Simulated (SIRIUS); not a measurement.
# Eu (Im-3m) in SIRIUS: notebook, part 2 of 2

SIRIUS 7.12.0.

## (5) Equation of state, BLYP, collinear spin, ferromagnetic start, 48.86 Å³/atom

sirius.json

```json
{
  "control": {
    "processing_unit": "cpu",
    "std_evp_solver_name": "lapack",
    "gen_evp_solver_name": "lapack",
    "verbosity": 2,
    "print_forces": false,
    "ortho_rf": true,
    "use_second_variation": true,
    "rmt_max": 3.0,
    "num_bands_to_print": 24,
    "save_wf": true
  },
  "parameters": {
    "electronic_structure_method": "full_potential_lapwlo",
    "xc_functionals": ["XC_GGA_X_B88", "XC_GGA_C_LYP"],
    "core_relativity": "dirac",
    "valence_relativity": "iora",
    "num_fv_states": 28,
    "smearing": "fermi_dirac",
    "smearing_width": 0.0018374661,
    "pw_cutoff": 20,
    "gk_cutoff": 3.51,
    "lmax_apw": 11,
    "lmax_rho": 8,
    "lmax_pot": 8,
    "num_mag_dims": 1,
    "auto_rmt": 0,
    "ngridk": [8, 8, 8],
    "shiftk": [0, 0, 0],
    "num_dft_iter": 80,
    "energy_tol": 1e-07,
    "density_tol": 1e-05,
    "use_symmetry": true
  },
  "settings": {"tol_ne": 1e-10},
  "iterative_solver": {"type": "exact"},
  "mixer": {"type": "anderson", "beta": 0.2, "max_history": 12},
  "unit_cell": {
    "lattice_vectors": [
      [-4.352039265, 4.352039265, 4.352039265],
      [4.352039265, -4.352039265, 4.352039265],
      [4.352039265, 4.352039265, -4.352039265]
    ],
    "atom_types": ["Eu"],
    "atom_files": {"Eu": "Eu.json"},
    "atoms": {"Eu": [[0.0, 0.0, 0.0, 0.0, 0.0, 7.0]]}
  }
}
```

Eu.json

```json
{
  "name": "europium",
  "symbol": "Eu",
  "number": 63,
  "mass": 151.964,
  "rmin": 1e-06,
  "rmt": 2.65,
  "nrmt": 800,
  "rinf": 18.83,
  "core": "1s2s2p3s3p3d4s4p",
  "valence": [
    {"basis": [{"enu": -0.05, "dme": 0, "n": 0, "auto": 0}, {"enu": -0.05, "dme": 1, "n": 0, "auto": 0}]},
    {"l": 0, "n": 1, "basis": [{"enu": 0.05, "dme": 0, "n": 0, "auto": 0}]},
    {"l": 1, "n": 2, "basis": [{"enu": 0.05, "dme": 0, "n": 0, "auto": 0}]},
    {"l": 2, "n": 3, "basis": [{"enu": 0.05, "dme": 0, "n": 0, "auto": 0}]},
    {"l": 3, "n": 4, "basis": [{"enu": 0.05, "dme": 0, "n": 0, "auto": 0}]},
    {"l": 4, "n": 5, "basis": [{"enu": 0.05, "dme": 0, "n": 0, "auto": 0}]}
  ],
  "lo": [
    {"l": 0, "basis": [{"enu": 0.05, "dme": 0, "n": 0, "auto": 0}, {"enu": 0.05, "dme": 1, "n": 0, "auto": 0}]},
    {
      "l": 0,
      "basis": [{"enu": -1.4777, "dme": 0, "n": 5, "auto": 1}, {"enu": -1.4777, "dme": 1, "n": 5, "auto": 1}]
    },
    {
      "l": 0,
      "basis": [{"enu": -1.4777, "dme": 1, "n": 5, "auto": 1}, {"enu": 0.05, "dme": 0, "n": 0, "auto": 0}]
    },
    {"l": 0, "basis": [{"enu": 0.05, "dme": 0, "n": 0, "auto": 0}, {"enu": 2.3284, "dme": 0, "n": 0, "auto": 0}]},
    {"l": 1, "basis": [{"enu": 0.05, "dme": 0, "n": 0, "auto": 0}, {"enu": 0.05, "dme": 1, "n": 0, "auto": 0}]},
    {
      "l": 1,
      "basis": [{"enu": -0.7139, "dme": 0, "n": 5, "auto": 1}, {"enu": -0.7139, "dme": 1, "n": 5, "auto": 1}]
    },
    {
      "l": 1,
      "basis": [{"enu": -0.7139, "dme": 1, "n": 5, "auto": 1}, {"enu": 0.05, "dme": 0, "n": 0, "auto": 0}]
    },
    {"l": 1, "basis": [{"enu": 0.05, "dme": 0, "n": 0, "auto": 0}, {"enu": 2.6701, "dme": 0, "n": 0, "auto": 0}]},
    {"l": 2, "basis": [{"enu": 0.05, "dme": 0, "n": 0, "auto": 0}, {"enu": 0.05, "dme": 1, "n": 0, "auto": 0}]},
    {
      "l": 2,
      "basis": [{"enu": -4.7848, "dme": 0, "n": 4, "auto": 1}, {"enu": -4.7848, "dme": 1, "n": 4, "auto": 1}]
    },
    {
      "l": 2,
      "basis": [{"enu": -4.7848, "dme": 1, "n": 4, "auto": 1}, {"enu": 0.05, "dme": 0, "n": 0, "auto": 0}]
    },
    {"l": 2, "basis": [{"enu": 0.05, "dme": 0, "n": 0, "auto": 0}, {"enu": 3.0119, "dme": 0, "n": 0, "auto": 0}]},
    {"l": 3, "basis": [{"enu": 0.05, "dme": 0, "n": 0, "auto": 0}, {"enu": 0.05, "dme": 1, "n": 0, "auto": 0}]},
    {"l": 3, "basis": [{"enu": 0.05, "dme": 1, "n": 0, "auto": 0}, {"enu": 0.05, "dme": 2, "n": 0, "auto": 0}]},
    {"l": 3, "basis": [{"enu": 0.05, "dme": 0, "n": 0, "auto": 0}, {"enu": 2.5278, "dme": 0, "n": 0, "auto": 0}]},
    {"l": 4, "basis": [{"enu": 0.05, "dme": 0, "n": 0, "auto": 0}, {"enu": 0.05, "dme": 1, "n": 0, "auto": 0}]},
    {"l": 4, "basis": [{"enu": 0.05, "dme": 0, "n": 0, "auto": 0}, {"enu": 2.7841, "dme": 0, "n": 0, "auto": 0}]}
  ],
  "free_atom": [... radial grid and density of the free atom, the start of the SCF ...]
}
```

sirius_start.json

```json
{
  "control": {
    "processing_unit": "cpu",
    "std_evp_solver_name": "lapack",
    "gen_evp_solver_name": "lapack",
    "verbosity": 1,
    "print_forces": false,
    "ortho_rf": true,
    "use_second_variation": true,
    "rmt_max": 3.0,
    "num_bands_to_print": 24,
    "save_wf": false
  },
  "parameters": {
    "electronic_structure_method": "full_potential_lapwlo",
    "xc_functionals": ["XC_LDA_X", "XC_LDA_C_PW"],
    "core_relativity": "dirac",
    "valence_relativity": "iora",
    "num_fv_states": 28,
    "smearing": "fermi_dirac",
    "smearing_width": 0.0055123983,
    "pw_cutoff": 20,
    "gk_cutoff": 2.81,
    "lmax_apw": 11,
    "lmax_rho": 8,
    "lmax_pot": 8,
    "num_mag_dims": 1,
    "auto_rmt": 0,
    "ngridk": [3, 3, 3],
    "shiftk": [0, 0, 0],
    "num_dft_iter": 30,
    "energy_tol": 0.01,
    "density_tol": 0.05,
    "use_symmetry": true
  },
  "settings": {"tol_ne": 1e-10},
  "iterative_solver": {"type": "exact"},
  "mixer": {"type": "anderson", "beta": 0.2, "max_history": 12},
  "unit_cell": {
    "lattice_vectors": [
      [-4.352039265, 4.352039265, 4.352039265],
      [4.352039265, -4.352039265, 4.352039265],
      [4.352039265, 4.352039265, -4.352039265]
    ],
    "atom_types": ["Eu"],
    "atom_files": {"Eu": "Eu.json"},
    "atoms": {"Eu": [[0.0, 0.0, 0.0, 0.0, 0.0, 7.0]]}
  }
}
```

Command:

```sh
OMP_NUM_THREADS=1 sirius.scf --input=sirius_start.json --output=start.json
OMP_NUM_THREADS=1 sirius.scf --input=sirius.json --output=output.json --task=1
```

It took 2.1 min on 1 thread of Arm Neoverse V2, shared host; peak memory 0.7 GiB.

It converged, with:

```
Free energy                                       : -295331.7860 eV
Band gap on the k mesh                            : none (metal or under the smearing width)
Net moment                                        : 7.23 μB per cell
Site moments                                      : Eu +6.90 μB
All electrons inside the program's atomic spheres : Eu 60.82 (radii Eu 2.65 bohr)
```

Caveat: spin-orbit coupling is left out, which moves the levels of the heavy elements.

## (6) Equation of state, BLYP, collinear spin, ferromagnetic start, 49.84 Å³/atom (volume scaled by 1.02)

sirius.json, as its differences from that of step 5:

```diff
@@ -40,5 +40,5 @@
     "lattice_vectors": [
-      [-4.352039265, 4.352039265, 4.352039265],
-      [4.352039265, -4.352039265, 4.352039265],
-      [4.352039265, 4.352039265, -4.352039265]
+      [-4.380861557, 4.380861557, 4.380861557],
+      [4.380861557, -4.380861557, 4.380861557],
+      [4.380861557, 4.380861557, -4.380861557]
     ],
```

Eu.json is that of step 5.

sirius_start.json, as its differences from that of step 5:

```diff
@@ -40,5 +40,5 @@
     "lattice_vectors": [
-      [-4.352039265, 4.352039265, 4.352039265],
-      [4.352039265, -4.352039265, 4.352039265],
-      [4.352039265, 4.352039265, -4.352039265]
+      [-4.380861557, 4.380861557, 4.380861557],
+      [4.380861557, -4.380861557, 4.380861557],
+      [4.380861557, 4.380861557, -4.380861557]
     ],
```

Potentials or basis: all-electron FP-LAPW, apw+lo standard.

Command:

```sh
OMP_NUM_THREADS=1 sirius.scf --input=sirius_start.json --output=start.json
OMP_NUM_THREADS=1 sirius.scf --input=sirius.json --output=output.json --task=1
```

Run time: 1.7 min. Hardware: 1 thread of Arm Neoverse V2, shared host; peak memory 0.72 GiB.

The run converged. Its results:

```
Free energy                                       : -295331.7783 eV
Band gap on the k mesh                            : none (metal or under the smearing width)
Net moment                                        : 7.24 μB per cell
Site moments                                      : Eu +6.90 μB
All electrons inside the program's atomic spheres : Eu 60.81 (radii Eu 2.65 bohr)
```

Caveat: spin-orbit coupling is left out, which moves the levels of the heavy elements.

## (7) Equation of state, BLYP, collinear spin, ferromagnetic start, 50.81 Å³/atom (volume scaled by 1.04)

sirius.json, as its differences from that of step 6:

```diff
@@ -40,5 +40,5 @@
     "lattice_vectors": [
-      [-4.380861557, 4.380861557, 4.380861557],
-      [4.380861557, -4.380861557, 4.380861557],
-      [4.380861557, 4.380861557, -4.380861557]
+      [-4.4093095071, 4.4093095071, 4.4093095071],
+      [4.4093095071, -4.4093095071, 4.4093095071],
+      [4.4093095071, 4.4093095071, -4.4093095071]
     ],
```

Eu.json

```json
{
  "name": "europium",
  "symbol": "Eu",
  "number": 63,
  "mass": 151.964,
  "rmin": 1e-06,
  "rmt": 2.65,
  "nrmt": 800,
  "rinf": 18.83,
  "core": "1s2s2p3s3p3d4s4p",
  "valence": [
    {"basis": [{"enu": -0.06, "dme": 0, "n": 0, "auto": 0}, {"enu": -0.06, "dme": 1, "n": 0, "auto": 0}]},
    {"l": 0, "n": 1, "basis": [{"enu": 0.04, "dme": 0, "n": 0, "auto": 0}]},
    {"l": 1, "n": 2, "basis": [{"enu": 0.04, "dme": 0, "n": 0, "auto": 0}]},
    {"l": 2, "n": 3, "basis": [{"enu": 0.04, "dme": 0, "n": 0, "auto": 0}]},
    {"l": 3, "n": 4, "basis": [{"enu": 0.04, "dme": 0, "n": 0, "auto": 0}]},
    {"l": 4, "n": 5, "basis": [{"enu": 0.04, "dme": 0, "n": 0, "auto": 0}]}
  ],
  "lo": [
    {"l": 0, "basis": [{"enu": 0.04, "dme": 0, "n": 0, "auto": 0}, {"enu": 0.04, "dme": 1, "n": 0, "auto": 0}]},
    {
      "l": 0,
      "basis": [{"enu": -1.4877, "dme": 0, "n": 5, "auto": 1}, {"enu": -1.4877, "dme": 1, "n": 5, "auto": 1}]
    },
    {
      "l": 0,
      "basis": [{"enu": -1.4877, "dme": 1, "n": 5, "auto": 1}, {"enu": 0.04, "dme": 0, "n": 0, "auto": 0}]
    },
    {"l": 0, "basis": [{"enu": 0.04, "dme": 0, "n": 0, "auto": 0}, {"enu": 2.3184, "dme": 0, "n": 0, "auto": 0}]},
    {"l": 1, "basis": [{"enu": 0.04, "dme": 0, "n": 0, "auto": 0}, {"enu": 0.04, "dme": 1, "n": 0, "auto": 0}]},
    {
      "l": 1,
      "basis": [{"enu": -0.7239, "dme": 0, "n": 5, "auto": 1}, {"enu": -0.7239, "dme": 1, "n": 5, "auto": 1}]
    },
    {
      "l": 1,
      "basis": [{"enu": -0.7239, "dme": 1, "n": 5, "auto": 1}, {"enu": 0.04, "dme": 0, "n": 0, "auto": 0}]
    },
    {"l": 1, "basis": [{"enu": 0.04, "dme": 0, "n": 0, "auto": 0}, {"enu": 2.6601, "dme": 0, "n": 0, "auto": 0}]},
    {"l": 2, "basis": [{"enu": 0.04, "dme": 0, "n": 0, "auto": 0}, {"enu": 0.04, "dme": 1, "n": 0, "auto": 0}]},
    {
      "l": 2,
      "basis": [{"enu": -4.7948, "dme": 0, "n": 4, "auto": 1}, {"enu": -4.7948, "dme": 1, "n": 4, "auto": 1}]
    },
    {
      "l": 2,
      "basis": [{"enu": -4.7948, "dme": 1, "n": 4, "auto": 1}, {"enu": 0.04, "dme": 0, "n": 0, "auto": 0}]
    },
    {"l": 2, "basis": [{"enu": 0.04, "dme": 0, "n": 0, "auto": 0}, {"enu": 3.0019, "dme": 0, "n": 0, "auto": 0}]},
    {"l": 3, "basis": [{"enu": 0.04, "dme": 0, "n": 0, "auto": 0}, {"enu": 0.04, "dme": 1, "n": 0, "auto": 0}]},
    {"l": 3, "basis": [{"enu": 0.04, "dme": 1, "n": 0, "auto": 0}, {"enu": 0.04, "dme": 2, "n": 0, "auto": 0}]},
    {"l": 3, "basis": [{"enu": 0.04, "dme": 0, "n": 0, "auto": 0}, {"enu": 2.5178, "dme": 0, "n": 0, "auto": 0}]},
    {"l": 4, "basis": [{"enu": 0.04, "dme": 0, "n": 0, "auto": 0}, {"enu": 0.04, "dme": 1, "n": 0, "auto": 0}]},
    {"l": 4, "basis": [{"enu": 0.04, "dme": 0, "n": 0, "auto": 0}, {"enu": 2.7741, "dme": 0, "n": 0, "auto": 0}]}
  ],
  "free_atom": [... radial grid and density of the free atom, the start of the SCF ...]
}
```

sirius_start.json, as its differences from that of step 6:

```diff
@@ -40,5 +40,5 @@
     "lattice_vectors": [
-      [-4.380861557, 4.380861557, 4.380861557],
-      [4.380861557, -4.380861557, 4.380861557],
-      [4.380861557, 4.380861557, -4.380861557]
+      [-4.4093095071, 4.4093095071, 4.4093095071],
+      [4.4093095071, -4.4093095071, 4.4093095071],
+      [4.4093095071, 4.4093095071, -4.4093095071]
     ],
```

Command:

```sh
OMP_NUM_THREADS=1 sirius.scf --input=sirius_start.json --output=start.json
OMP_NUM_THREADS=1 sirius.scf --input=sirius.json --output=output.json --task=1
```

Run time: 1.8 min. Hardware: 1 thread of Arm Neoverse V2, shared host; peak memory 0.72 GiB.

Results (log left out):

* Free energy: -295331.7697 eV
* Band gap on the k mesh: none (metal or under the smearing width)
* Net moment: 7.25 μB per cell
* Site moments: Eu +6.90 μB
* All electrons inside the program's atomic spheres: Eu 60.81 (radii Eu 2.65 bohr)

Caveat: spin-orbit coupling is left out, which moves the levels of the heavy elements.

## (8) Equation of state, BLYP, collinear spin, ferromagnetic start, 51.79 Å³/atom (volume scaled by 1.06)

sirius.json, as its differences from that of step 7:

```diff
@@ -40,5 +40,5 @@
     "lattice_vectors": [
-      [-4.4093095071, 4.4093095071, 4.4093095071],
-      [4.4093095071, -4.4093095071, 4.4093095071],
-      [4.4093095071, 4.4093095071, -4.4093095071]
+      [-4.4373950382, 4.4373950382, 4.4373950382],
+      [4.4373950382, -4.4373950382, 4.4373950382],
+      [4.4373950382, 4.4373950382, -4.4373950382]
     ],
```

Eu.json is that of step 7.

sirius_start.json, as its differences from that of step 7:

```diff
@@ -40,5 +40,5 @@
     "lattice_vectors": [
-      [-4.4093095071, 4.4093095071, 4.4093095071],
-      [4.4093095071, -4.4093095071, 4.4093095071],
-      [4.4093095071, 4.4093095071, -4.4093095071]
+      [-4.4373950382, 4.4373950382, 4.4373950382],
+      [4.4373950382, -4.4373950382, 4.4373950382],
+      [4.4373950382, 4.4373950382, -4.4373950382]
     ],
```

Command:

```sh
OMP_NUM_THREADS=1 sirius.scf --input=sirius_start.json --output=start.json
OMP_NUM_THREADS=1 sirius.scf --input=sirius.json --output=output.json --task=1
```

Wall time 1.8 min (1 thread of Arm Neoverse V2, shared host); peak memory 0.73 GiB.

Results (log left out):

| Quantity | Value |
| --- | --- |
| Free energy | -295331.7599 eV |
| Band gap on the k mesh | none (metal or under the smearing width) |
| Net moment | 7.25 μB per cell |
| Site moments | Eu +6.91 μB |
| All electrons inside the program's atomic spheres | Eu 60.80 (radii Eu 2.65 bohr) |

Caveat: spin-orbit coupling is left out, which moves the levels of the heavy elements.

## (9) Equation of state, BLYP, collinear spin, ferromagnetic start

Potentials or basis: all-electron FP-LAPW, apw+lo standard.

This step only gathers the single runs of the series.

What came out:

- Equilibrium volume: 44.13 Å³/atom (rough: see the caveat)
- Bulk modulus: 15.7 GPa (rough)

Energy against volume, from the lowest point:
| volume (Å³/atom) | energy (meV/atom) |
| --- | --- |
| 45.927 | 0.00 |
| 46.904 | 3.93 |
| 47.882 | 9.83 |
| 48.859 | 16.70 |
| 49.836 | 24.38 |
| 50.813 | 33.06 |
| 51.790 | 42.77 |

Caveat: the minimum lies outside the volumes run; spin-orbit coupling is left out, which moves the levels of the heavy elements. The state reached can hang on the start; a lower one may exist.
